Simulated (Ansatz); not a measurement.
Trial inputs on PbO$_{2}$

All trials start from this Ansatz input:

```yaml
crystal:
  lattice:
    - [0.0, 2.701992, 2.701992]
    - [2.701992, 0.0, 2.701992]
    - [2.701992, 2.701992, 0.0]
  atoms:
    - { symbol: Pb, position: [0.0, 0.0, 0.0] }
    - { symbol: O, position: [0.25, 0.25, 0.25] }
    - { symbol: O, position: [0.75, 0.75, 0.75] }
basis:
  ecutwfc: 420
kpoints:
  mp_grid: { grid: [6, 6, 6] }
hamiltonian:
  xc: pbe
scf:
  occupations: { method: gaussian, width: 0.1 }
output:
  forces: true
  stress: true
  eigenvalues: true
```

Command:

```bash
ansatz run input.yaml --threads 1 --pin off --max-ram 1331MiB --backend cpu --events-out ev --progress --plain --runs-dir out
```

The run converges in 6 SCF iterations on 16 irreducible k-points: pressure 0.03 GPa, no gap.

These settings were drawn at random to show what each does; none of the numbers is a converged property of the crystal. Each trial's input is given as a difference from the reference's; energies are extrapolated to zero smearing where there is one, and pressure is positive in compression. Charged cells sit in a uniform background, and their pressures hang on that convention.

Problem. Trial 1:

```diff
 kpoints:
-  mp_grid: { grid: [6, 6, 6] }
+  mp_grid: { grid: [4, 4, 4] }
 hamiltonian:
-  xc: pbe
+  xc: revpbe
+  dispersion: d3bj
 scf:
+  convergence: { dr2_threshold: "1e-13 eV" }
```

How does this run end?

Solution. The run converges in 10 SCF iterations on 8 irreducible k-points: pressure -2.56 GPa, no gap.

Problem. Trial 2:

```diff
 kpoints:
-  mp_grid: { grid: [6, 6, 6] }
+  mp_grid: { grid: [2, 2, 2] }
 hamiltonian:
-  xc: pbe
+  xc: lda
+  hubbard: { sites: [{ species: O, l: p, u_eff: 5.3 }] }
 scf:
+  mixing: { algorithm: msr1, ndim: 20 }
+  initial_density: { chi_scale: 0, normalization: atom }
+  convergence: { dr2_threshold: "1e-12 eV" }
+  max_iter: 70
+magnetization:
+  spin_polarized: true
+  initial_magnetization: 3.0
```

What happens?

Solution. The run converges in 15 SCF iterations on 3 irreducible k-points: pressure -13.11 GPa, no gap, cell moment 0.25 μB (the reference has none, and so few k-points can make one). It warns that the count of filled bands differs between k-points; that the starting moments were lost. Under a U the state reached may not be the lowest.

Problem. Trial 3:

```diff
 basis:
-  ecutwfc: 420
+  ecutwfc: 500
 hamiltonian:
-  xc: pbe
+  xc: r2scan
```

What happens?

Solution. The run converges in 6 SCF iterations on 16 irreducible k-points: pressure -7.06 GPa, no gap.

Problem. Trial 4:

```diff
 scf:
-  occupations: { method: gaussian, width: 0.1 }
+  occupations: { method: tetrahedron_uncorrected }
+  convergence: { dr2_threshold: "1e-13 eV" }
```

What happens?

Solution. The run converges in 11 SCF iterations on 16 irreducible k-points: energy 2.55 meV per atom above the reference, pressure 0.15 GPa, no gap. It warns that the printed bands weren't solved further after the SCF.

Problem. Trial 5:

```diff
 hamiltonian:
-  xc: pbe
+  xc: pbesol
 scf:
-  occupations: { method: gaussian, width: 0.1 }
+  occupations: { method: fermi_dirac, width: 0.016 }
```

How does this run end?

Solution. The run converges in 7 SCF iterations on 16 irreducible k-points: pressure -6.05 GPa, no gap.

Problem. Trial 6:

```diff
 basis:
+  xc_grid: 1
 hamiltonian:
-  xc: pbe
+  xc: pbesol
```

What happens?

Solution. The run converges in 7 SCF iterations on 16 irreducible k-points: pressure -6.04 GPa, no gap.

Problem. Trial 7:

```diff
+total_charge: 0.5
 basis:
-  ecutwfc: 420
+  ecutwfc: 510
 kpoints:
-  mp_grid: { grid: [6, 6, 6] }
+  mp_grid: { kspacing: 1.1 }
 scf:
-  occupations: { method: gaussian, width: 0.1 }
+  occupations: { method: methfessel_paxton, width: 0.21 }
+  mixing: { beta: 0.13, q_tf: 0.79 }
+  initial_density: { chi_scale: 0, normalization: atom }
+  algorithm: density_mixing
+  max_iter: 300
```

How does this run end?

Solution. The run converges in 9 SCF iterations on 3 irreducible k-points: pressure 5.68 GPa (with the neutralising background of the charged cell), no gap.

Problem. Trial 8:

```diff
 basis:
-  ecutwfc: 420
+  ecutwfc: "17 Ha"
 hamiltonian:
+  hubbard: { sites: [{ species: O, l: p, u_eff: 1.6 }] }
+magnetization:
+  spin_polarized: true
+  initial_magnetization: 2.0
```

How does this run end?

Solution. The run converges in 16 SCF iterations on 16 irreducible k-points: pressure -2.22 GPa, no gap, cell moment 0.00 μB. It warns that the count of filled bands differs between k-points; that the starting moments were lost.